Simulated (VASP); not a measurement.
# GeSb2Te4 (Fd-3m) in VASP: density of states with PBE

Aim: the density of states of GeSb2Te4 with PBE.

All numbers are computed with VASP 6.6.1; they aren't measurements. Logs are shortened: lines on timing, memory, paths and dates and some standing lists are left out, and cuts for length are marked.

### Step 1. Starting point

Symmetry: Fd-3m, No. 227, cubic system. Conventional cell: a = 12.707 Å, b = 12.707 Å, c = 12.707 Å, α = 90.00°, β = 90.00°, γ = 90.00°. Ge (site symmetry -43m) has 4 Te at 2.88 Å as nearest neighbours. Around Sb (site symmetry -3m) lie 6 Te at 3.11 Å. Around Te (site symmetry 3m) lie 1 Ge at 2.88 Å and 3 Sb at 3.11 Å.

The cell was built by a generator and needn't be a form met in nature.

### Step 2. Density of states, PBE

The input, POSCAR:

```
GeSb2Te4
1.0
    0.0000000000      6.3533700000      6.3533700000
    6.3533700000      0.0000000000      6.3533700000
    6.3533700000      6.3533700000      0.0000000000
Ge Sb Te
2 4 8
Direct
    0.2500000000      0.2500000000      0.2500000000
    0.0000000000      0.0000000000      0.0000000000
    0.6250000000      0.6250000000      0.6250000000
    0.1250000000      0.6250000000      0.6250000000
    0.6250000000      0.1250000000      0.6250000000
    0.6250000000      0.6250000000      0.1250000000
    0.3807390000      0.8577820000      0.3807390000
    0.3807390000      0.3807390000      0.3807390000
    0.3807390000      0.3807390000      0.8577820000
    0.8577820000      0.3807390000      0.3807390000
    0.3922180000      0.8692610000      0.8692610000
    0.8692610000      0.3922180000      0.8692610000
    0.8692610000      0.8692610000      0.3922180000
    0.8692610000      0.8692610000      0.8692610000
```

The input, INCAR.step1:

```
SYSTEM = GeSb2Te4
ALGO = Fast
EDIFF = 1E-6
ENCUT = 520
GGA = PE
ISIF = 2
ISMEAR = 0
KPAR = 4
LASPH = .True.
LCHARG = .True.
LREAL = .False.
LWAVE = .False.
NBANDS = 61
NELM = 100
PREC = Accurate
SIGMA = 0.1
```

The input, KPOINTS.step1:

```
k-points
0
Gamma
  4 4 4
  0 0 0
```

The input, INCAR.step2:

```
SYSTEM = GeSb2Te4
ALGO = Fast
EDIFF = 1E-6
ENCUT = 520
GGA = PE
ICHARG = 11
ISIF = 2
ISMEAR = -5
KPAR = 4
LASPH = .True.
LCHARG = .False.
LORBIT = 10
LREAL = .False.
LWAVE = .False.
NBANDS = 61
NEDOS = 2001
NELM = 100
PREC = Accurate
SIGMA = 0.1
```

The input, KPOINTS.step2:

```
k-points
0
Gamma
  6 6 6
  0 0 0
```

Potentials or basis: VASP PAW PBE potentials, release 64 (Ge_d, Sb, Te).

Command:

```sh
$ cat potpaw_PBE.64/Ge_d/POTCAR potpaw_PBE.64/Sb/POTCAR potpaw_PBE.64/Te/POTCAR > POTCAR
$ cp INCAR.step1 INCAR
$ cp KPOINTS.step1 KPOINTS
$ mpirun -np 4 vasp_std > vasp.out
$ cp INCAR.step2 INCAR
$ cp KPOINTS.step2 KPOINTS
$ mpirun -np 4 vasp_std > vasp.out
```

OUTCAR:

```text
SYSTEM = GeSb2Te4
   EDIFF = 1E-6
   ENCUT = 520
   GGA = PE
   ICHARG = 11
   ISIF = 2
   ISMEAR = -5
   LASPH = .True.
   LORBIT = 10
   LREAL = .False.
   NELM = 100
   PREC = Accurate

 ion  position               nearest neighbor table
   1  0.250  0.250  0.250-   8 2.88   7 2.88   9 2.88  10 2.88
   2  0.000  0.000  0.000-  14 2.88  12 2.88  13 2.88  11 2.88
   3  0.625  0.625  0.625-   7 3.11  10 3.11  11 3.11  12 3.11   9 3.11  13 3.11
   4  0.125  0.625  0.625-   7 3.11   9 3.11  12 3.11  13 3.11   8 3.11  14 3.11
   5  0.625  0.125  0.625-   9 3.11  10 3.11  11 3.11  13 3.11   8 3.11  14 3.11
   6  0.625  0.625  0.125-   7 3.11  10 3.11  11 3.11  12 3.11   8 3.11  14 3.11
   7  0.381  0.858  0.381-   1 2.88   4 3.11   6 3.11   3 3.11
   8  0.381  0.381  0.381-   1 2.88   4 3.11   5 3.11   6 3.11
   9  0.381  0.381  0.858-   1 2.88   4 3.11   5 3.11   3 3.11
  10  0.858  0.381  0.381-   1 2.88   5 3.11   6 3.11   3 3.11
  11  0.392  0.869  0.869-   2 2.88   5 3.11   6 3.11   3 3.11
  12  0.869  0.392  0.869-   2 2.88   4 3.11   6 3.11   3 3.11
  13  0.869  0.869  0.392-   2 2.88   4 3.11   5 3.11   3 3.11
  14  0.869  0.869  0.869-   2 2.88   4 3.11   5 3.11   6 3.11

  LATTYP: Found a face centered cubic cell.
 ALAT       =    12.7067400000

  Lattice vectors:

 A1 = (   0.0000000000,   6.3533700000,   6.3533700000)
 A2 = (   6.3533700000,   0.0000000000,   6.3533700000)
 A3 = (   6.3533700000,   6.3533700000,   0.0000000000)

Analysis of symmetry for initial positions (statically):
=====================================================================
 Subroutine PRICEL returns:
 Original cell was already a primitive cell.

 Routine SETGRP: Setting up the symmetry group for a
 face centered cubic supercell.

 Subroutine GETGRP returns: Found 48 space group operations
 (whereof 24 operations were pure point group operations)
 out of a pool of 48 trial point group operations.

The static configuration has the point symmetry T_d .
 The point group associated with its full space group is O_h .

Analysis of symmetry for dynamics (positions and initial velocities):
=====================================================================
 Subroutine PRICEL returns:
 Original cell was already a primitive cell.

 Routine SETGRP: Setting up the symmetry group for a
 face centered cubic supercell.

 Subroutine GETGRP returns: Found 48 space group operations
 (whereof 24 operations were pure point group operations)
 out of a pool of 48 trial point group operations.

The dynamic configuration has the point symmetry T_d .
 The point group associated with its full space group is O_h .

 Subroutine INISYM returns: Found 48 space group operations
 (whereof 24 operations are pure point group operations),
 and found     1 'primitive' translations

----------------------------------------------------------------------------------------

                                     Primitive cell

  volume of cell :     512.9115

  direct lattice vectors                    reciprocal lattice vectors
     0.000000000  6.353370000  6.353370000    -0.078698392  0.078698392  0.078698392
     6.353370000  0.000000000  6.353370000     0.078698392 -0.078698392  0.078698392
     6.353370000  6.353370000  0.000000000     0.078698392  0.078698392 -0.078698392

  length of vectors
     8.985022021  8.985022021  8.985022021     0.136309613  0.136309613  0.136309613

  position of ions in fractional coordinates (direct lattice)
     0.250000000  0.250000000  0.250000000
     0.000000000  0.000000000  0.000000000
     0.625000000  0.625000000  0.625000000
     0.125000000  0.625000000  0.625000000
     0.625000000  0.125000000  0.625000000
     0.625000000  0.625000000  0.125000000
     0.380739000  0.857782000  0.380739000
     0.380739000  0.380739000  0.380739000
     0.380739000  0.380739000  0.857782000
     0.857782000  0.380739000  0.380739000
     0.392218000  0.869261000  0.869261000
     0.869261000  0.392218000  0.869261000
     0.869261000  0.869261000  0.392218000
     0.869261000  0.869261000  0.869261000

  ion indices of the primitive-cell ions
[... 50 lines left out ...]
  0.166667  0.166667  0.000000      6.000000
  0.333333  0.166667  0.000000     24.000000
[... 8 lines left out ...]
 -0.333333  0.333333  0.166667     24.000000
 -0.333333  0.500000  0.166667     12.000000
   k-points           NKPTS =     16   k-points in BZ     NKDIM =     16   number of bands    NBANDS=     61
   number of dos      NEDOS =   2001   number of ions     NIONS =     14
   total plane-waves  NPLWV = 343000
   dimension x,y,z NGX =    70 NGY =   70 NGZ =   70
   dimension x,y,z NGXF=   140 NGYF=  140 NGZF=  140
   ions per type =               2   4   8
   NGX,Y,Z   is equivalent  to a cutoff of  12.95, 12.95, 12.95 a.u.
   NGXF,Y,Z  is equivalent  to a cutoff of  25.90, 25.90, 25.90 a.u.
 SYSTEM =  GeSb2Te4
   PREC   = accura    normal or accurate (medium, high low for compatibility)
   ISTART =      0    job   : 0-new  1-cont  2-samecut
   ICHARG =     11    charge: 1-file 2-atom 10-const
   ISPIN  =      1    spin polarized calculation?
   LNONCOLLINEAR =      F non collinear calculations
   LSORBIT =      F    spin-orbit coupling
   LASPH  =      T    aspherical Exc in radial PAW
   ENCUT  =  520.0 eV  38.22 Ry    6.18 a.u.  16.71 16.71 16.71*2*pi/ulx,y,z
   NELM   =    100;   NELMIN=  2; NELMDL=  0     # of ELM steps
   EDIFF  = 0.1E-05   stopping-criterion for ELM
   LREAL  =      F    real-space projection
   EDIFFG = 0.1E-04   stopping-criterion for IOM
   NSW    =      0    number of steps for IOM
   IBRION =     -1    ionic relax: 0-MD 1-quasi-New 2-CG
   NFREE  =      0    steps in history (QN), initial steepest desc. (CG)
   ISIF   =      2    stress and relaxation
   ISYM   =      2    0-nonsym 1-usesym 2-fastsym
   POTIM  = 0.5000    time-step for ionic-motion
   TEBEG  =    0.0;   TEEND  =   0.0 temperature during run
   PSTRESS=    0.0 pullay stress
   NELECT =      96.0000    total number of electrons
   NUPDOWN=      -1.0000    fix difference up-down
   EMIN   =  10.00;   EMAX   =-10.00  energy-range for DOS
   EFERMI =   0.00;   METHOD = LEGACY
   ISMEAR =    -5;   SIGMA  =   0.10  broadening in eV -4-tet -1-fermi 0-gaus
   EFERMI_NEDOS =   21; number of points for ismear=-14 and -15
   IALGO  =     68    algorithm
   IMIX   =      4    mixing-type and parameters
     AMIX     =   0.40;   BMIX     =  1.00
     AMIX_MAG =   1.60;   BMIX_MAG =  1.00
  volume/ion in A,a.u.               =      36.64       247.24
  Fermi-wavevector in a.u.,A,eV,Ry     =   0.936450  1.769633 11.931465  0.876938
  Thomas-Fermi vector in A             =   2.063460
   LORBIT       =     10    0 simple, 1 ext, 2 COOP (PROOUT), +10 PAW based schemes
   GGA     = PE    functional components
   LHFCALC =     F    Hartree Fock is set to
   AEXX    =    0.0000 exact exchange contribution
   IVDW    =     0    specifies the selected vdW correction
   LEPSILON=     F    determine dielectric tensor
   LRPA    =     F    only Hartree local field effects (RPA)
 non-spin polarized calculation
 RMM-DIIS sequential band-by-band and
 Fermi weights with tetrahedron method with Bloechl corrections
  energy-cutoff  :      520.00
  volume of cell :      512.91
 maximum number of plane-waves:     13888
 NGX is ok and might be reduce to    70

 number of electron      95.9999983 magnetization

 Free energy of the ion-electron system (eV)
  ---------------------------------------------------
  ext. energy  EPLUGINS =         0.00000000
  ---------------------------------------------------
  free energy    TOTEN  =       -51.09658162 eV

  energy without entropy =      -51.09658162  energy(sigma->0) =      -51.09658162

 E-fermi :   4.4033     XC(G=0):  -8.4818

 val. band max:        4.3897381893   @ k =  -0.3333   0.3333   0.0000
 cond. band min:       4.9160456751   @ k =   0.0000   0.0000   0.0000
 fundamental gap:      0.5263074857
 Fermi energy:         4.4032510665

 k-point     1 :       0.0000    0.0000    0.0000
  band No.  band energies     occupation
      1     -20.4417      2.00000
      2     -20.4417      2.00000
      3     -20.4417      2.00000
      4     -20.4417      2.00000
      5     -20.4416      2.00000
      6     -20.4416      2.00000
[... 997 lines left out ...]
     59       6.8025      0.00000
     60       6.8260      0.00000
 [bands above 60 left out]

------------------------ aborting loop because EDIFF is reached ----------------------------------------

  FORCE on cell =-STRESS in cart. coord.  units (eV):
  Direction    XX          YY          ZZ          XY          YZ          ZX
  --------------------------------------------------------------------------------------
  -------------------------------------------------------------------------------------
  Total       -0.1317182     -0.1317182     -0.1317182      0.0000000      0.0000000     -0.0000000
  in kB       -0.4114470     -0.4114470     -0.4114470      0.0000000      0.0000000     -0.0000000
  external PRESSURE =      -0.4114470 kB  Pullay stress =       0.0000000 kB

 VOLUME and BASIS-vectors are now :
 -----------------------------------------------------------------------------
  energy-cutoff  :      520.00
  volume of cell :      512.91
      direct lattice vectors                 reciprocal lattice vectors
     0.000000000  6.353370000  6.353370000    -0.078698392  0.078698392  0.078698392
     6.353370000  0.000000000  6.353370000     0.078698392 -0.078698392  0.078698392
     6.353370000  6.353370000  0.000000000     0.078698392  0.078698392 -0.078698392

 POSITION                                       TOTAL-FORCE (eV/Angst)
 -----------------------------------------------------------------------------------
      3.17668      3.17668      3.17668        -0.000000     -0.000000     -0.000000
      0.00000      0.00000      0.00000        -0.000000     -0.000000     -0.000000
      7.94171      7.94171      7.94171        -0.000000     -0.000000     -0.000000
      7.94171      4.76503      4.76503        -0.000000     -0.000000     -0.000000
      4.76503      7.94171      4.76503        -0.000000     -0.000000     -0.000000
      4.76503      4.76503      7.94171        -0.000000     -0.000000     -0.000000
      7.86878      4.83795      7.86878         0.000826     -0.000826      0.000826
      4.83795      4.83795      4.83795        -0.000826     -0.000826     -0.000826
      7.86878      7.86878      4.83795         0.000826      0.000826     -0.000826
      4.83795      7.86878      7.86878        -0.000826      0.000826      0.000826
     11.04547      8.01464      8.01464         0.000826     -0.000826     -0.000826
      8.01464     11.04547      8.01464        -0.000826      0.000826     -0.000826
      8.01464      8.01464     11.04547        -0.000826     -0.000826      0.000826
     11.04547     11.04547     11.04547         0.000826      0.000826      0.000826
 -----------------------------------------------------------------------------------
    total drift:                                0.000000     -0.000000      0.000000

  FREE ENERGIE OF THE ION-ELECTRON SYSTEM (eV)
  ---------------------------------------------------
  free  energy   TOTEN  =       -51.0965816226 eV

  energy  without entropy=      -51.0965816226  energy(sigma->0) =      -51.09658162

 total charge

# of ion       s       p       d       tot
------------------------------------------
    1        1.342   0.768   9.996  12.105
    2        1.342   0.768   9.996  12.105
    3        1.311   0.922   0.048   2.282
    4        1.311   0.922   0.048   2.282
    5        1.311   0.922   0.048   2.282
    6        1.311   0.922   0.048   2.282
    7        1.393   1.930   0.023   3.346
    8        1.393   1.930   0.023   3.346
    9        1.393   1.930   0.023   3.346
   10        1.393   1.930   0.023   3.346
   11        1.393   1.930   0.023   3.346
   12        1.393   1.930   0.023   3.346
   13        1.393   1.930   0.023   3.346
   14        1.393   1.930   0.023   3.346
--------------------------------------------------
tot         19.071  20.665  20.366  60.103
```

It took 3.9 min on 4 MPI ranks of Intel Xeon 6975P-C (Granite Rapids), shared host; peak memory 0.93 GiB.

Results:

| Property | Result |
| --- | --- |
| Valence electrons inside the program's atomic spheres | Ge 12.11; Sb 2.28; Te 3.35 |

States per cell in windows of 1 eV (zero at the valence-band top; states under -8 eV left out):
```
from (eV)  total  Te7_p  Te8_p  Te9_p  Te10_p  Te11_p  Te12_p
     -8.0   3.17   0.02   0.02   0.02    0.02    0.02    0.02
     -7.0   0.75   0.00   0.00   0.00    0.00    0.00    0.00
     -6.0   0.00   0.00   0.00   0.00    0.00    0.00    0.00
     -5.0   6.34   0.19   0.19   0.19    0.19    0.19    0.19
     -4.0  11.54   0.36   0.36   0.36    0.36    0.36    0.36
     -3.0  10.67   0.39   0.39   0.39    0.39    0.39    0.39
     -2.0  11.36   0.52   0.52   0.52    0.52    0.52    0.52
     -1.0   8.73   0.42   0.42   0.42    0.42    0.42    0.42
      0.0   2.32   0.03   0.03   0.03    0.03    0.03    0.03
      1.0  12.93   0.28   0.28   0.28    0.28    0.28    0.28
      2.0   8.24   0.20   0.20   0.20    0.20    0.20    0.20
      3.0   1.92   0.04   0.04   0.04    0.04    0.04    0.04
```
